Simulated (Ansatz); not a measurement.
# Cu: energy and pressure over a range of volumes, part 2 of 2

Aim: scale the cell of Cu up and down at fixed shape and fractional positions, and get the equilibrium volume and bulk modulus with LAPW, PAW and all-electron datasets made for the crystal.

Ansatz 0.2.0; DFT PBE; a cell built from a prototype (bcc type), not taken from measurement. «Crystal datasets» are all-electron PAW datasets made for this crystal. The steps go on from the part before.

### 7 Volume × 1.02, LAPW

This is Cu in the bcc structure; at room conditions it is fcc.

input.yaml reads:

```yaml
crystal:
  lattice:
    - [-1.4521691463, 1.4521691463, 1.4521691463]
    - [1.4521691463, -1.4521691463, 1.4521691463]
    - [1.4521691463, 1.4521691463, -1.4521691463]
  atoms:
    - { symbol: Cu, position: [0.0, 0.0, 0.0] }
kpoints:
  mp_grid: { grid: [16, 16, 16] }
scf:
  occupations: { method: fermi_dirac, width: 0.08 }
hamiltonian:
  xc: pbe
  pseudopotentials: { kind: all_electron, lapw: { basis_error: 0.00025 } }
output:
  forces: true
  stress: true
  eigenvalues: true
```

Launch:

```bash
$ ansatz run input.yaml --threads 1 --pin off --max-ram 2048MiB --backend cpu --events-out ev --progress --plain --runs-dir out
```

The log of the run (excerpt; [...] marks lines left out):

```text
LAPW: plane waves up to 9.632 Å⁻¹, error target 2.5e-4 eV per atom; small_component_spin mean_spin; Cu in spheres of 1.258 Å, 19 of its electrons in bands, Dirac shells []
[...]
Pseudopotentials: kind: all_electron
Pseudopotential: Cu, LAPW, valence charge 19, Koelling and Harmon's equation, gaussian nucleus
Functional definition: PBE
[...]
Crystal: 1 atoms, lattice volume = 12.249 Å³
Basis set: ecut = 353.47757867950355 eV, 177 PW (Γ), exchange–correlation at level 2
Bands: 14, of which v1, the nominal top of the filled ones, is band 10 counted from 1 (9 counted from 0)
Symmetry: 48 space group operations
Space group: Im-3m (ITA 229), of the structure as read, at distance tolerance 2.3e-5 Å
k-points: 145 of 4096
[...]
SCF iter   1: F=—  HF=-45035.117364 eV  |F-HF|=—  |Δ(HF+E_count)|=         —  Δρ=5.10e-2  dr2=1.70e-1  ethr=8.91e-4  ⟨swp⟩=2.3  Hψ=14354  notcnv=0
[...]
SCF iter   7: F=-45034.254011 eV  HF=-45034.254011 eV  |F-HF|=5.88e-9  |Δ(HF+E_count)|=   9.47e-8  Δρ=2.24e-6  dr2=3.64e-10  ethr=8.88e-11  ⟨swp⟩=3.0  Hψ=6193  notcnv=0
[...]
SCF converged after 7 iterations
Free energy (F): -45034.254011 eV
[...]
E sigma→0 (E₀):  -45034.248985 eV
Entropy (-TS):   -0.010052 eV (-10.052 meV/atom)
Fermi energy:    15.858753 eV
[...]
--- Forces (eV/Å), atoms counted from 1 ---
  atom   1  Cu    -0.00000000     0.00000000     0.00000000
[...]
--- Stress (GPa, compression-positive) ---
       -2.664527       0.000000       0.000000
        0.000000      -2.664527      -0.000000
        0.000000      -0.000000      -2.664527
  P = ⅓ Tr σ = -2.6645 GPa (-26.645 kbar)
--- Band table (eV; the first three rows and the last of 145) ---
  k-point 0: bands = ["-96.6483", "-53.9688", "-53.9688", "-53.9688", "6.7195", "12.8740", "12.8740", "12.8740", "13.8439", "13.8439", "40.5612", "40.5612", "40.5612", "43.3926"]
[...]
```

Wall time 9.9 s (1 thread of Intel Xeon Platinum 8488C (Sapphire Rapids), shared host); peak memory 0.42 GiB.

This run gives: pressure -2.66 GPa; no gap.

### 8 Volume × 1.02, PAW

input.yaml, as its differences from that of step 7:

```diff
@@ -13,3 +13,3 @@
   xc: pbe
-  pseudopotentials: { kind: all_electron, lapw: { basis_error: 0.00025 } }
+  pseudopotentials: { kind: paw }
 output:
@@ -18 +18,2 @@
   eigenvalues: true
+  efg: { contact_densities: true }
```

Launch:

```bash
$ ansatz run input.yaml --threads 1 --pin off --max-ram 2048MiB --backend cpu --events-out ev --progress --plain --runs-dir out
```

The log of the run (excerpt; [...] marks lines left out):

```text
[...]
[... 3 set-up lines as earlier in the session ...]
[...]
Crystal: 1 atoms, lattice volume = 12.249 Å³
Basis set: ecut = 420 eV, 225 PW (Γ), exchange–correlation on 36×36×36 points (8 copies of the dense FFT grid, shifted against one another)
Bands: 14, of which v1, the nominal top of the filled ones, is band 10 counted from 1 (9 counted from 0)
[... 2 set-up lines as earlier in the session ...]
k-points: 145 of 4096
[...]
SCF iter   1: F=—  HF=-6625.135570 eV  |F-HF|=—  |Δ(HF+E_count)|=         —  Δρ=1.22e-3  dr2=7.27e-5  ethr=1.77e-3  ⟨swp⟩=5.5  Hψ=10187  notcnv=0
[...]
SCF iter   6: F=-6625.135694 eV  HF=-6625.135694 eV  |F-HF|=8.02e-10  |Δ(HF+E_count)|=   4.66e-8  Δρ=2.95e-6  dr2=1.76e-10  ethr=5.23e-11  ⟨swp⟩=2.5  Hψ=6561  notcnv=0
[...]
SCF converged after 6 iterations
Free energy (F): -6625.135694 eV
[...]
E sigma→0 (E₀):  -6625.130669 eV
Entropy (-TS):   -0.010048 eV (-10.048 meV/atom)
Fermi energy:    16.010849 eV
[...]
--- Forces (eV/Å), atoms counted from 1 ---
  atom   1  Cu    -0.00000000    -0.00000000     0.00000000
[...]
--- Stress (GPa, compression-positive) ---
       -2.645121      -0.000000       0.000000
        0.000000      -2.645121       0.000000
       -0.000000      -0.000000      -2.645121
  P = ⅓ Tr σ = -2.6451 GPa (-26.451 kbar)
--- PAW observables at the nuclei: V_zz in 10²¹ V/m², potentials from the cell's mean, atoms counted from 1 ---
  atom   1  Cu V_zz =    +0.000000   η = 0.0000   by run symmetry: forbidden
            electrostatic potential = -3761.113051 V   contact ρ = 147560.711932 e/Å³
--- Band table (eV; the first three rows and the last of 145) ---
  k-point 0: bands = ["-96.4989", "-53.8173", "-53.8173", "-53.8173", "6.8680", "13.0238", "13.0238", "13.0238", "13.9942", "13.9942", "40.7167", "40.7167", "40.7167", "43.2988"]
[...]
```

Wall time 2 s (1 thread of Intel Xeon Platinum 8488C (Sapphire Rapids), shared host); peak memory 0.44 GiB.

Read from it: pressure -2.65 GPa; no gap.

### 9 Volume × 1.06, LAPW

input.yaml reads:

```yaml
crystal:
  lattice:
    - [-1.4709088796, 1.4709088796, 1.4709088796]
    - [1.4709088796, -1.4709088796, 1.4709088796]
    - [1.4709088796, 1.4709088796, -1.4709088796]
  atoms:
    - { symbol: Cu, position: [0.0, 0.0, 0.0] }
kpoints:
  mp_grid: { grid: [16, 16, 16] }
scf:
  occupations: { method: fermi_dirac, width: 0.08 }
hamiltonian:
  xc: pbe
  pseudopotentials: { kind: all_electron, lapw: { basis_error: 0.00025 } }
output:
  forces: true
  stress: true
  eigenvalues: true
```

Launch:

```bash
$ ansatz run input.yaml --threads 1 --pin off --max-ram 2048MiB --backend cpu --events-out ev --progress --plain --runs-dir out
```

The log of the run (excerpt; [...] marks lines left out):

```text
LAPW: plane waves up to 9.491 Å⁻¹, error target 2.5e-4 eV per atom; small_component_spin mean_spin; Cu in spheres of 1.274 Å, 19 of its electrons in bands, Dirac shells []
[...]
[... 3 set-up lines as earlier in the session ...]
[...]
Crystal: 1 atoms, lattice volume = 12.730 Å³
Basis set: ecut = 343.1769884734687 eV, 177 PW (Γ), exchange–correlation at level 2
Bands: 14, of which v1, the nominal top of the filled ones, is band 10 counted from 1 (9 counted from 0)
[... 2 set-up lines as earlier in the session ...]
k-points: 145 of 4096
[...]
SCF iter   1: F=—  HF=-45035.083863 eV  |F-HF|=—  |Δ(HF+E_count)|=         —  Δρ=4.86e-2  dr2=1.64e-1  ethr=8.63e-4  ⟨swp⟩=2.4  Hψ=14378  notcnv=0
[...]
SCF iter   7: F=-45034.239240 eV  HF=-45034.239240 eV  |F-HF|=6.45e-9  |Δ(HF+E_count)|=   7.05e-9  Δρ=2.26e-6  dr2=4.10e-10  ethr=5.14e-10  ⟨swp⟩=3.0  Hψ=5760  notcnv=0
[...]
SCF converged after 7 iterations
Free energy (F): -45034.239240 eV
[...]
E sigma→0 (E₀):  -45034.234085 eV
Entropy (-TS):   -0.010310 eV (-10.310 meV/atom)
Fermi energy:    15.079038 eV
[...]
--- Forces (eV/Å), atoms counted from 1 ---
  atom   1  Cu    -0.00000000    -0.00000000     0.00000000
[...]
--- Stress (GPa, compression-positive) ---
       -7.007037       0.000000      -0.000000
        0.000000      -7.007037       0.000000
       -0.000000       0.000000      -7.007037
  P = ⅓ Tr σ = -7.0070 GPa (-70.070 kbar)
--- Band table (eV; the first three rows and the last of 145) ---
  k-point 0: bands = ["-97.3327", "-54.6617", "-54.6617", "-54.6617", "6.2274", "12.2121", "12.2121", "12.2121", "13.1285", "13.1285", "39.4098", "39.4098", "39.4098", "41.7509"]
[...]
```

Wall time 8.9 s (1 thread of Intel Xeon Platinum 8488C (Sapphire Rapids), shared host); peak memory 0.43 GiB.

This run gives: pressure -7.01 GPa; no gap.

### 10 Volume × 1.06, PAW

input.yaml, as its differences from that of step 9:

```diff
@@ -13,3 +13,3 @@
   xc: pbe
-  pseudopotentials: { kind: all_electron, lapw: { basis_error: 0.00025 } }
+  pseudopotentials: { kind: paw }
 output:
@@ -18 +18,2 @@
   eigenvalues: true
+  efg: { contact_densities: true }
```

Launch:

```bash
$ ansatz run input.yaml --threads 1 --pin off --max-ram 2048MiB --backend cpu --events-out ev --progress --plain --runs-dir out
```

The log of the run (excerpt; [...] marks lines left out):

```text
[...]
[... 3 set-up lines as earlier in the session ...]
[...]
Crystal: 1 atoms, lattice volume = 12.730 Å³
Basis set: ecut = 420 eV, 249 PW (Γ), exchange–correlation on 36×36×36 points (8 copies of the dense FFT grid, shifted against one another)
Bands: 14, of which v1, the nominal top of the filled ones, is band 10 counted from 1 (9 counted from 0)
[... 2 set-up lines as earlier in the session ...]
k-points: 145 of 4096
[...]
SCF iter   1: F=—  HF=-6625.120895 eV  |F-HF|=—  |Δ(HF+E_count)|=         —  Δρ=1.34e-3  dr2=1.02e-4  ethr=1.77e-3  ⟨swp⟩=5.4  Hψ=10148  notcnv=0
[...]
SCF iter   6: F=-6625.121002 eV  HF=-6625.121002 eV  |F-HF|=2.06e-10  |Δ(HF+E_count)|=   1.76e-8  Δρ=1.48e-6  dr2=4.82e-11  ethr=2.39e-11  ⟨swp⟩=2.2  Hψ=6216  notcnv=0
[...]
SCF converged after 6 iterations
Free energy (F): -6625.121002 eV
[...]
E sigma→0 (E₀):  -6625.115849 eV
Entropy (-TS):   -0.010307 eV (-10.307 meV/atom)
Fermi energy:    15.223699 eV
[...]
--- Forces (eV/Å), atoms counted from 1 ---
  atom   1  Cu    -0.00000000     0.00000000    -0.00000000
[...]
--- Stress (GPa, compression-positive) ---
       -6.982361       0.000000       0.000000
        0.000000      -6.982361       0.000000
        0.000000       0.000000      -6.982361
  P = ⅓ Tr σ = -6.9824 GPa (-69.824 kbar)
--- PAW observables at the nuclei: V_zz in 10²¹ V/m², potentials from the cell's mean, atoms counted from 1 ---
  atom   1  Cu V_zz =    +0.000000   η = 0.0000   by run symmetry: forbidden
            electrostatic potential = -3760.393301 V   contact ρ = 147559.522035 e/Å³
--- Band table (eV; the first three rows and the last of 145) ---
  k-point 0: bands = ["-97.1907", "-54.5175", "-54.5175", "-54.5175", "6.3688", "12.3547", "12.3547", "12.3547", "13.2714", "13.2714", "39.5583", "39.5583", "39.5583", "41.6715"]
[...]
```

It took 1.9 s on 1 thread of Intel Xeon Platinum 8488C (Sapphire Rapids), shared host; peak memory 0.45 GiB.

In short: pressure -6.98 GPa; no gap.

### 11 Volume × 1.06, crystal datasets

input.yaml, as its differences from that of step 10:

```diff
@@ -13,3 +13,3 @@
   xc: pbe
-  pseudopotentials: { kind: paw }
+  pseudopotentials: { kind: all_electron, datasets: crystal }
 output:
```

Launch:

```bash
$ ansatz run input.yaml --threads 1 --pin off --max-ram 2048MiB --backend cpu --events-out ev --progress --plain --runs-dir out
```

The log of the run (excerpt; [...] marks lines left out):

```text
[...]
[... 1 set-up line as earlier in the session ...]
Pseudopotential: Cu, paw, valence charge 19, recommended cutoff 300 eV (normal), Koelling and Harmon's equation, gaussian nucleus
[... 1 set-up line as earlier in the session ...]
[...]
Crystal: 1 atoms, lattice volume = 12.730 Å³
Basis set: ecut = 300 eV, 141 PW (Γ), exchange–correlation on 30×30×30 points (8 copies of the dense FFT grid, shifted against one another)
Bands: 10, of which v1, the nominal top of the filled ones, is band 6 counted from 1 (5 counted from 0)
[... 2 set-up lines as earlier in the session ...]
k-points: 145 of 4096
[...]
SCF iter   1: F=—  HF=-45035.049522 eV  |F-HF|=—  |Δ(HF+E_count)|=         —  Δρ=1.76e-1  dr2=3.21e0  ethr=2.91e-2  ⟨swp⟩=2.1  Hψ=8437  notcnv=0
[...]
Fermi energy:    15.079103 eV
[...]
  The terms above E_closure are by the made datasets' own strengths, without shells solved beside the bands.
--- Forces (eV/Å), atoms counted from 1 ---
  atom   1  Cu    -0.00000000     0.00000000     0.00000000
[...]
--- Stress (GPa, compression-positive) ---
       -7.006411      -0.000000      -0.000000
       -0.000000      -7.006411       0.000000
       -0.000000       0.000000      -7.006411
  P = ⅓ Tr σ = -7.0064 GPa (-70.064 kbar)
  It holds what live shells' own plane waves past their cutoff add
--- PAW observables at the nuclei: V_zz in 10²¹ V/m², potentials from the cell's mean, atoms counted from 1 ---
  atom   1  Cu V_zz =    -0.000000   η = 0.0000   by run symmetry: forbidden
            electrostatic potential = -3760.284403 V   contact ρ = 147631.267262 e/Å³
--- Band table (eV; the first three rows and the last of 145) ---
  k-point 0: bands = ["6.2274", "12.2123", "12.2123", "12.2123", "13.1285", "13.1285", "39.4097", "39.4097"]
[...]
```

It took 5.8 s on 1 thread of Intel Xeon Platinum 8488C (Sapphire Rapids), shared host; peak memory 0.48 GiB.

This run gives: pressure -7.01 GPa; no gap.

### 12 Fits

The rows at scale 1 come from earlier runs of the unscaled cell with the same settings.

| method | volume (Å³/atom) | F above the lowest (meV/atom) | pressure (GPa) |
| --- | --- | --- | --- |
| LAPW | 11.295 | 20.6 | 9.88 |
| LAPW | 11.769 | 2.1 | 2.89 |
| LAPW | 12.009 | 0.0 | -0.06 |
| LAPW | 12.249 | 2.1 | -2.66 |
| LAPW | 12.730 | 16.9 | -7.01 |
| PAW | 11.295 | 20.6 | 9.87 |
| PAW | 11.769 | 2.1 | 2.90 |
| PAW | 12.009 | 0.0 | -0.04 |
| PAW | 12.249 | 2.1 | -2.65 |
| PAW | 12.730 | 16.7 | -6.98 |
| crystal datasets | 11.295 | – | 9.88 |
| crystal datasets | 12.009 | – | -0.05 |
| crystal datasets | 12.730 | – | -7.01 |

### 13 Results

What follows sums up all 2 parts.

| quantity | value |
| --- | --- |
| equilibrium volume (LAPW) | 12.004 Å³/atom |
| bulk modulus (LAPW) | 139 GPa |
| its pressure derivative (LAPW) | 5.1 |
| equilibrium volume (PAW) | 12.005 Å³/atom |
| bulk modulus (PAW) | 138 GPa |
| its pressure derivative (PAW) | 5.1 |

**Reading.** A third-order Birch-Murnaghan fit to the LAPW pressures puts zero pressure at 12.00 Å³/atom, less than 0.1 % from the given cell, with a bulk modulus of 139 GPa. PAW's volume lies +0.01 % and its modulus -0.2 % from LAPW's. No thermal or zero-point expansion is included.
